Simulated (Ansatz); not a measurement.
Runs of Ansatz 0.2.0 on Bi. The structure is cubic, space group Im-3m (No. 229). The conventional cell has a = 3.963 Å, b = 3.963 Å, c = 3.963 Å, α = 90.00°, β = 90.00°, γ = 90.00°. Bi (site symmetry m-3m) has 8 Bi at 3.43 Å as nearest neighbours. This isn't the form of Bi at room conditions, which is rhombohedral.

| task | level | potentials or basis | spin | cell | k mesh | cutoff (eV) | smearing | pressure (GPa) |
| --- | --- | --- | --- | --- | --- | --- | --- | --- |
| band structure | PBEsol | all-electron LAPW, relativistic spinors | SOC, no magnetisation | as given | 7 × 7 × 7 | 160 | fermi-dirac 0.05 eV | -0.3 |
| relaxation of cell and atoms | BLYP+D4 | all-electron LAPW, scalar-relativistic | off | relaxed | 9 × 9 × 9 | - | fermi-dirac 0.05 eV | 0.0 |
| band structure | BLYP | all-electron LAPW, scalar-relativistic | off | as given | 9 × 9 × 9 | 160 | fermi-dirac 0.05 eV | (a) |
| band structure | LDA | all-electron LAPW, relativistic spinors | SOC, no magnetisation | as given | 7 × 7 × 7 | 160 | fermi-dirac 0.05 eV | -1.6 |
| single point | LDA | all-electron LAPW, scalar-relativistic | off | as given | 9 × 9 × 9 | 160 | gaussian 0.05 eV | -3.3 |

Alike in all rows: basis error allowed 0.001 eV/atom.

**Question.** Fill in the values left out.

**Answer.** (a) 5.0.

Caveats: the k mesh is thin for a metal, which can move the energy by tens of meV per atom (some runs).

Not every run made on this cell is shown here.
